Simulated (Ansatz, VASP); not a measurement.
**SnO2 (SnO2 (P4_2/mnm)): VASP beside Ansatz**

Wanted: the spread between two codes on one cell, functional and k mesh. The cell is taken from a series of runs on this material, whose earlier steps may have relaxed, scaled, displaced or heated it; both programs get it as it stands.

Program: Ansatz 0.2.0. Level of theory: plane waves, with VASP 6.6.1 beside it; single point at PBEsol. Results are calculated unless marked as measured.

**1. Set-up**

Symmetry: P4_2/mnm, No. 136, tetragonal system. Conventional cell: a = 4.758 Å, b = 4.758 Å, c = 3.201 Å, α = 90.00°, β = 90.00°, γ = 90.00°. Nearest to Sn lie 6 O at 2.06 to 2.07 Å. Nearest to O lie 3 Sn at 2.06 to 2.07 Å. Farther neighbours and most contacts between anions are not listed.

**2. VASP: single point, PBEsol**

A single point gives forces, pressure and levels at one fixed geometry, so differences don't come from the geometry; what else differs is listed under the comparison.

Lines of VASP's logs that name or quote its potential files are left out, and so is its time.

Contents of INCAR:

```
SYSTEM = SnO2
PREC = Accurate
ENCUT = 520
EDIFF = 1E-06
NELM = 120
ISMEAR = -1
SIGMA = 0.01
LREAL = .FALSE.
ALGO = Normal
GGA = PS
NBANDS = 32
LORBIT = 11
LWAVE = .FALSE.
LCHARG = .FALSE.
ISIF = 2
ISYM = 2
LASPH = .TRUE.
GGA_COMPAT = .FALSE.
EFERMI = MIDGAP
KPAR = 2
```

Contents of POSCAR:

```
SnO2
1.0
    4.7577515400      0.0000000000      0.0000000000
    0.0000000000      4.7577515400      0.0000000000
    0.0000000000      0.0000000000      3.2006814600
Sn O
2 4
Direct
    0.5000000000      0.5000000000      0.5000000000
    0.0000000000      0.0000000000      0.0000000000
    0.1940572300      0.8059427700      0.5000000000
    0.8059427700      0.1940572300      0.5000000000
    0.3059427700      0.3059427700      0.0000000000
    0.6940572300      0.6940572300      0.0000000000
```

Contents of KPOINTS:

```
Points of the shifted mesh
12
Reciprocal
 0.1250000000  0.1250000000  0.0833333333 1
 0.1250000000  0.1250000000  0.4166666667 1
 0.1250000000  0.1250000000  0.7500000000 1
 0.1250000000  0.6250000000  0.0833333333 1
 0.1250000000  0.6250000000  0.4166666667 1
 0.1250000000  0.6250000000  0.7500000000 1
 0.6250000000  0.1250000000  0.0833333333 1
 0.6250000000  0.1250000000  0.4166666667 1
 0.6250000000  0.1250000000  0.7500000000 1
 0.6250000000  0.6250000000  0.0833333333 1
 0.6250000000  0.6250000000  0.4166666667 1
 0.6250000000  0.6250000000  0.7500000000 1
```

Potentials, in the order of the species: Sn_d and O (PBE family, release 64).

Run with:

```console
mpirun -np 2 vasp_std
```

Numbers of over 12 decimals in the logs are rounded to 6 here.

Log:

```text
[banner, memory and clock lines left out]
running    2 mpi-ranks, on    1 nodes
 distrk:  each k-point on    1 cores,    2 groups
 distr:  one band on    1 cores,    1 groups

 POSCAR found type information on POSCAR SnO
 POSCAR found :  2 types and       6 ions
|                                                                             |
|               ----> ADVICE to this user running VASP <----                  |
|                                                                             |
|     You enforced a specific xc type in the INCAR file but a different       |
|     [... a line on the potential file left out ...]
|     I HOPE YOU KNOW WHAT YOU ARE DOING!                                     |
|                                                                             |

 LDA part: xc-table for (Slater+PW92), standard interpolation
 POSCAR, INCAR and KPOINTS ok, starting setup
 FFT: planning ... GRIDC
 FFT: planning ... GRID_SOFT
 FFT: planning ... GRID
 WAVECAR not read
 entering main loop
       N       E                     dE             d eps       ncg     rms          rms(c)
DAV:   1     0.634417738055E+03    0.63442E+03   -0.26027E+04   848   0.255E+03
DAV:   2     0.535477500937E+02   -0.58087E+03   -0.55894E+03   840   0.669E+02
DAV:   3    -0.402488879506E+02   -0.93797E+02   -0.92243E+02   864   0.221E+02
DAV:   4    -0.449960806452E+02   -0.47472E+01   -0.47218E+01   928   0.540E+01
DAV:   5    -0.451410910004E+02   -0.14501E+00   -0.14497E+00   944   0.995E+00    0.149E+01
DAV:   6    -0.396583726760E+02    0.54827E+01   -0.19621E+01  1264   0.677E+01    0.589E+00
DAV:   7    -0.397184189178E+02   -0.60046E-01   -0.18037E+00   880   0.783E+00    0.319E+00
DAV:   8    -0.396761798189E+02    0.42239E-01   -0.23827E-01  1112   0.459E+00    0.692E-01
DAV:   9    -0.396636912121E+02    0.12489E-01   -0.55838E-02  1248   0.357E+00    0.126E-01
DAV:  10    -0.396641320001E+02   -0.44079E-03   -0.41635E-03  1056   0.573E-01    0.416E-02
DAV:  11    -0.396641811680E+02   -0.49168E-04   -0.17063E-04  1184   0.129E-01    0.191E-02
DAV:  12    -0.396641836218E+02   -0.24538E-05   -0.14183E-05   904   0.266E-02    0.138E-02
DAV:  13    -0.396641804682E+02    0.31536E-05   -0.12511E-05  1032   0.522E-02    0.253E-03
DAV:  14    -0.396641806279E+02   -0.15973E-06   -0.81171E-07   568   0.864E-03
   1 F= -.39664181E+02 E0= -.39664181E+02  d E =0.000000E+00
```

OUTCAR, selected parts (step 2):

```text
ion  position               nearest neighbor table
   1  0.500  0.500  0.500-   3 2.06   4 2.06   5 2.07   6 2.07   5 2.07   6 2.07   2 3.73   2 3.73
                             2 3.73   2 3.73   2 3.73   2 3.73   2 3.73   2 3.73
   2  0.000  0.000  0.000-   5 2.06   6 2.06   3 2.07   4 2.07   3 2.07   4 2.07   1 3.73   1 3.73
                             1 3.73   1 3.73   1 3.73   1 3.73   1 3.73   1 3.73
   3  0.194  0.806  0.500-   1 2.06   2 2.07   2 2.07
   4  0.806  0.194  0.500-   1 2.06   2 2.07   2 2.07
   5  0.306  0.306  0.000-   2 2.06   1 2.07   1 2.07
   6  0.694  0.694  0.000-   2 2.06   1 2.07   1 2.07

  LATTYP: Found a simple tetragonal cell.
 ALAT       =     4.7577515400
 C/A-ratio  =     0.6727298458

 Subroutine GETGRP returns: Found 16 space group operations
 (whereof  8 operations were pure point group operations)

The static configuration has the point symmetry D_2h.
 The point group associated with its full space group is D_4h.

   k-points           NKPTS =     12   k-points in BZ     NKDIM =     12   number of bands    NBANDS=     32

   dimension x,y,z NGX =    36 NGY =   36 NGZ =   24
   dimension x,y,z NGXF=    72 NGYF=   72 NGZF=   48

   ENCUT  =  520.0 eV  38.22 Ry    6.18 a.u.   8.85  8.85  5.95*2*pi/ulx,y,z

   NELECT =      52.0000    total number of electrons

 k-points in reciprocal lattice and weights: Points of the shifted mesh
   0.12500000  0.12500000  0.08333333       0.083
   0.12500000  0.12500000  0.41666667       0.083
   0.12500000  0.12500000  0.75000000       0.083
   0.12500000  0.62500000  0.08333333       0.083
   0.12500000  0.62500000  0.41666667       0.083
   0.12500000  0.62500000  0.75000000       0.083
   0.62500000  0.12500000  0.08333333       0.083
   0.62500000  0.12500000  0.41666667       0.083
   0.62500000  0.12500000  0.75000000       0.083
   0.62500000  0.62500000  0.08333333       0.083
   0.62500000  0.62500000  0.41666667       0.083
   0.62500000  0.62500000  0.75000000       0.083

 average (electrostatic) potential at core
       1 -99.3004       2 -99.3004       3 -67.9741       4 -67.9741       5 -67.9741
       6 -67.9741

 E-fermi :   6.8462

 k-point     1 :       0.1250    0.1250    0.0833
  band No.  band energies     occupation
    ...
     22       4.3146      2.00000
     23       4.4281      2.00000
     24       4.7357      2.00000
     25       5.1002      2.00000
     26       5.6972      2.00000
     27       7.9951      0.00000
     28      11.7114      0.00000
     29      12.4548      0.00000
     30      12.4792      0.00000
     31      15.6194      0.00000
    ...

 k-point     2 :       0.1250    0.1250    0.4167
  band No.  band energies     occupation
    ...
     22       3.9938      2.00000
     23       4.0006      2.00000
     24       4.7008      2.00000
     25       4.7061      2.00000
     26       4.7505      2.00000
     27      11.2785      0.00000
     28      12.2974      0.00000
     29      14.2864      0.00000
     30      15.5055      0.00000
     31      15.8510      0.00000
    ...

 k-point     3 :       0.1250    0.1250    0.7500
  band No.  band energies     occupation
    ...
     22       3.5495      2.00000
     23       3.9426      2.00000
     24       4.9768      2.00000
     25       5.0164      2.00000
     26       5.3752      2.00000
     27       9.6965      0.00000
     28      12.4463      0.00000
     29      14.0490      0.00000
     30      14.1648      0.00000
     31      14.5208      0.00000
    ...

  Total        0.9225415      0.9225415      1.3576279      0.0000000      0.0000000      0.0000000
  in kB       20.4009568     20.4009568     30.0223968      0.0000000      0.0000000      0.0000000
  external PRESSURE =      23.6081034 kB  Pullay stress =       0.0000000 kB

  energy-cutoff  :      520.00
  volume of cell :       72.45
      direct lattice vectors                 reciprocal lattice vectors
     4.757751540  0.000000000  0.000000000     0.210183317  0.000000000  0.000000000
     0.000000000  4.757751540  0.000000000     0.000000000  0.210183317  0.000000000
     0.000000000  0.000000000  3.200681460     0.000000000  0.000000000  0.312433465

 POSITION                                       TOTAL-FORCE (eV/Angst)
 -----------------------------------------------------------------------------------
      2.37888      2.37888      1.60034        -0.000000      0.000000      0.000000
      0.00000      0.00000      0.00000        -0.000000      0.000000      0.000000
      0.92328      3.83448      1.60034        -0.001262      0.001262     -0.000000
      3.83448      0.92328      1.60034         0.001262     -0.001262      0.000000
      1.45560      1.45560      0.00000         0.001262      0.001262     -0.000000
      3.30215      3.30215      0.00000        -0.001262     -0.001262      0.000000
 -----------------------------------------------------------------------------------
    total drift:                                0.000000      0.000000      0.000000

  FREE ENERGIE OF THE ION-ELECTRON SYSTEM (eV)
  ---------------------------------------------------
  free  energy   TOTEN  =       -39.6641806279 eV

  energy  without entropy=      -39.6641806279  energy(sigma->0) =      -39.66418063

 total charge
# of ion       s       p       d       tot
------------------------------------------
    1        0.884   1.097  10.378  12.359
    2        0.884   1.097  10.378  12.359
    3        1.556   3.488   0.000   5.044
    4        1.556   3.488   0.000   5.044
    5        1.556   3.488   0.000   5.044
    6        1.556   3.488   0.000   5.044
--------------------------------------------------
tot          7.992  16.145  20.756  44.894

[... 3 further parts left out ...]
```

The run ends at a pressure of 2.36 GPa, with forces up to 0.0018 eV/Å.

**3. Ansatz: single point, PBEsol**

Ansatz runs on its PAW soft_1 files.

The same cell, functional, mesh and smearing now go to Ansatz.

Contents of input.yaml:

```yaml
crystal:
  lattice:
    - [4.75775154, 0.0, 0.0]
    - [0.0, 4.75775154, 0.0]
    - [0.0, 0.0, 3.20068146]
  atoms:
    - { symbol: Sn, position: [0.5, 0.5, 0.5] }
    - { symbol: Sn, position: [0.0, 0.0, 0.0] }
    - { symbol: O, position: [0.19405723, 0.80594277, 0.5] }
    - { symbol: O, position: [0.80594277, 0.19405723, 0.5] }
    - { symbol: O, position: [0.30594277, 0.30594277, 0.0] }
    - { symbol: O, position: [0.69405723, 0.69405723, 0.0] }
basis:
  ecutwfc: 420.0
  ecutrho_ratio: 4
  xc_grid: 2
  fft_grid_basis: typed
  precision: f64
kpoints:
  mp_grid: { grid: [2, 2, 3], shift: [0.25, 0.25, 0.25] }
  band_path: { path: [VBM, CBM], npoints: 1 }
hamiltonian:
  xc: pbesol
  pseudopotentials:
    kind: paw
    xc_functional: pbe
    azcp: { folder: soft_1, O: "soft_1/O.paw.azcp", Sn: "soft_1/Sn.paw.azcp" }
scf:
  max_iter: 80
  self_checks: high
  occupations: { method: fermi_dirac, width: 0.01 }
output:
  forces: true
checkpoint:
  write: "../host.pbesol.run"
  compress: false
  write_wavefunctions: true
  write_every: 100000
```

Run with:

```console
ansatz run input.yaml --threads 8 --pin off --max-ram 15073MiB --backend cpu --events-out ev --progress --plain --runs-dir out
```

Log:

```text
Warning: crystal.symmetry: narrowed to the stabiliser of the k-point mesh — unitary ops 16 → 4; excluded 12 operations that carry the 2×2×3 mesh (shift [0.25, 0.25, 0.25]) neither onto itself nor onto its reverse (the run samples exactly the mesh kpoints.mp_grid names, as under crystal.symmetry.detect: false, and its converged state has the mesh's symmetry, not the crystal's; ε∞, the Born charges and the force consta [...]
Engine: ansatz 0.2.0, aarch64-unknown-linux-gnu
Pseudopotentials: kind: paw
Pseudopotential: Sn, paw, valence charge 14, recommended cutoff 420 eV (normal), soft_1/Sn.paw.azcp
Pseudopotential: O, paw, valence charge 6, recommended cutoff 420 eV (normal), soft_1/O.paw.azcp
Functional definition: PBEsol
  exchange = pbesol_x
  correlation = pbesol_c
Crystal: 6 atoms, lattice volume = 72.451 Å³
Basis set: ecut = 420 eV, 1411 PW (Γ), exchange–correlation on 64×64×48 points (8 copies of the dense FFT grid, shifted against one another)
Bands: 32, of which v1, the nominal top of the filled ones, is band 26 counted from 1 (25 counted from 0)
Symmetry: 4 space group operations
k-points: 9 of 12
Non-local potential: Sn, projectors of the file, l = 0: 2, l = 1: 2, l = 2: 2, l = 3: 1
Non-local potential: O, projectors of the file, l = 0: 2, l = 1: 2, l = 2: 1
PAW form: soft (Blöchl's): semilocal exchange-correlation on the pseudo side does not see the compensation charge
PAW frozen core: Sn, regenerated for the run's functional, and the local potential with it (the file was generated under x = pbe(κ = 0.804, μ = 0.219515), c = pbe(β = 0.066725))
PAW frozen core: O, regenerated for the run's functional, and the local potential with it (the file was generated under x = pbe(κ = 0.804, μ = 0.219515), c = pbe(β = 0.066725))
PAW one-centre angular grid: Sn, 590 points (default); XC on 64 Gauss nodes
PAW one-centre angular grid: O, 110 points (default); XC on 64 Gauss nodes
Initial density: superposition of atomic densities (chi_scale 0.1, normalization cell, long waves kept (reshape's long-wave potential 0.00 eV rms))
Initial wavefunctions: pseudopotential atomic-orbital guess
Functional: x = pbesol(κ = 0.804, μ = 0.123457), c = pbesol(β = 0.046)
SCF iter   1: F=—  HF=-14143.813285 eV  |F-HF|=—  |Δ(HF+E_count)|=         —  Δρ=7.00e-2  dr2=2.62e0  ethr=3.10e-3  ⟨swp⟩=6.0  Hψ=1290  notcnv=0
preconditioner: auto → Resta (q_TF=auto, 2.582 Å⁻¹)  ε∞=3.5  [insulator: Δε(μ)=2.586 eV  Ē_g=19.913 eV  σ=0.010 eV  W_gap=1.00  n_scr=18 (ndim 8)  ℏωp=31.5 eV  f_vac=0.000  D(μ)=0.00/eV (n_scr^D=0)  ε∞_Penn≈3.5]
SCF iter   2: F=—  HF=-14143.354388 eV  |F-HF|=—  |Δ(HF+E_count)|=   4.59e-1  Δρ=3.57e-2  dr2=6.77e-1  ethr=3.10e-3  ⟨swp⟩=3.0  Hψ=634  notcnv=0  defer=14
SCF iter   3: F=—  HF=-14143.232464 eV  |F-HF|=—  |Δ(HF+E_count)|=   1.22e-1  Δρ=5.29e-3  dr2=1.71e-2  ethr=1.30e-3  ⟨swp⟩=2.8  Hψ=515  notcnv=0  defer=14
SCF iter   4: F=—  HF=-14143.234994 eV  |F-HF|=—  |Δ(HF+E_count)|=   2.53e-3  Δρ=9.88e-4  dr2=4.85e-4  ethr=3.28e-5  ⟨swp⟩=3.0  Hψ=548  notcnv=0  defer=14
SCF iter   5: F=—  HF=-14143.235559 eV  |F-HF|=—  |Δ(HF+E_count)|=   5.65e-4  Δρ=1.77e-4  dr2=2.85e-5  ethr=9.32e-7  ⟨swp⟩=2.4  Hψ=482  notcnv=0  defer=14
SCF iter   6: F=—  HF=-14143.235533 eV  |F-HF|=—  |Δ(HF+E_count)|=   2.51e-5  Δρ=5.53e-5  dr2=2.07e-6  ethr=5.48e-8  ⟨swp⟩=2.0  Hψ=482  notcnv=0  defer=14
SCF iter   7: F=-14143.235534 eV  HF=-14143.235534 eV  |F-HF|=1.29e-8  |Δ(HF+E_count)|=   1.88e-7  Δρ=1.00e-5  dr2=8.14e-8  ethr=1.92e-10  ⟨swp⟩=10.1  Hψ=1526  notcnv=0
SCF 1 converged in 7 iterations: F = -14143.235534 eV  dr2 = 8.14e-8
  greatest PAW one-centre occupation: 0.997 electrons in one spin orbital (limit 2), on the Sn atom at site 1 (counted from 0), in its partial waves of l = 2
NSCF: frozen V_eff on 68 k-points
NSCF: frozen V_eff on 68 k-points
[...]
SCF converged after 7 iterations
Free energy (F): -14143.235534 eV
Harris-Foulkes:  -14143.235534 eV  (|F-HF|=1.29e-8)
Internal energy: -14143.235534 eV  (E = F + TS)
E sigma→0 (E₀):  -14143.235534 eV
Fermi energy:    10.222149 eV
--- Per-component energies (eV) ---
  E_band       = -128.067327
  E_kinetic    = 1016.153686
  E_local      = -3183.878125  (includes V_loc(G=0)·N_el)
  E_nonlocal   = 506.202634
  E_hartree    = 1444.487927
  E_xc         = -530.399531
  E_vxc        = -522.235865  (∫ρ·V_xc dr)
  E_paw        = -9229.556790  (= ΣΔE_a)
  E_vpaw       = -833.285248  (= ΣTr[D̂ρ^β])
  E_aug_tail   = 0.003935  (compensation charges beyond the density's cutoff)
  E_ewald      = -4166.960101
  E_core_change = 0.710831  (= ΣΔE_core)
  E_smearing   = -0.000000  (= −TS)
  E_closure    = 0.000000  (closes the sum)
  Σ components = -14143.235534   (vs F -14143.235534, Δ=0.00e0)
--- Forces (eV/Å), atoms counted from 1 ---
  atom   1  Sn    -0.00000000    -0.00000000     0.00000000
  atom   2  Sn     0.00000000    -0.00000000     0.00000000
  atom   3  O     -0.01864064     0.01864064    -0.00000000
  atom   4  O      0.01864064    -0.01864064     0.00000000
  atom   5  O      0.01208257     0.01208257     0.00024141
  atom   6  O     -0.01208257    -0.01208257    -0.00024141
  max |Σ_I F_I| component: 5.20e-18 eV/Å
--- Band table (eV; the first three rows and the last of 9) ---
  k-point 0: bands = [... 22 lower, 7.8146, 8.1181, 8.4825, 9.0720, 11.3723, 15.0966, 15.8514, 15.8728, ... 2 higher]
  k-point 1: bands = [... 22 lower, 7.3836, 8.0809, 8.0850, 8.1322, 14.6577, 15.6771, 17.6764, 18.8889, ... 2 higher]
  k-point 2: bands = [... 22 lower, 7.3261, 8.3559, 8.3980, 8.7516, 13.0737, 15.8253, 17.4400, 17.5523, ... 2 higher]
  k-point 8: bands = [... 22 lower, 7.9660, 8.2337, 8.3888, 8.6232, 14.0332, 14.4764, 17.8204, 17.8504, ... 2 higher]
```

Reading the cycles: dr2 is the Hartree energy of the density residual (eV), the measure of convergence; HF is the Harris–Foulkes estimate of the energy, which meets the free energy F at convergence.

**4. Differences**

Known differences besides the potentials themselves: the cutoff is 420 eV in Ansatz and 520 eV in VASP; Ansatz makes its cores anew for this functional, VASP keeps those of its PBE data sets. Total energies have different zeros and are not compared.

Both answers:

| quantity | Ansatz | VASP | difference |
| --- | --- | --- | --- |
| gap on the k mesh (eV) | 2.300 | 2.298 | +0.002 |

At this near-relaxed geometry the largest component of a force difference is 17 meV/Å. A gap on the mesh is an upper bound, since the band edges may lie between its points.

**5. What came out**

```yaml
difference_in_gap_on_the_k_mesh_single_point_pbesol: 0.0023 eV
r_m_s_force_difference_single_point_pbesol: 9.7 meV/Å
```

The r.m.s. force difference is 9.7 meV/Å (single point, PBEsol), within the 12 meV/Å picked in this series as the mark of a large difference. Such differences can come from data sets, numerical settings and the points named under the comparisons, not from the functional's error against experiment.

[Lines on the potential files, build, host, timing and source positions are cut from VASP's logs without a mark.]

[Logs are printed without paths, hosts, clocks, repeated set-up lines and the standing remarks that a program may print on its own settings, such as how far it seeks lower states.]

[Hosts, paths, dates, database ids (printed as entryN), source tags and the programs' standing remarks are cut or masked in the printed files.]
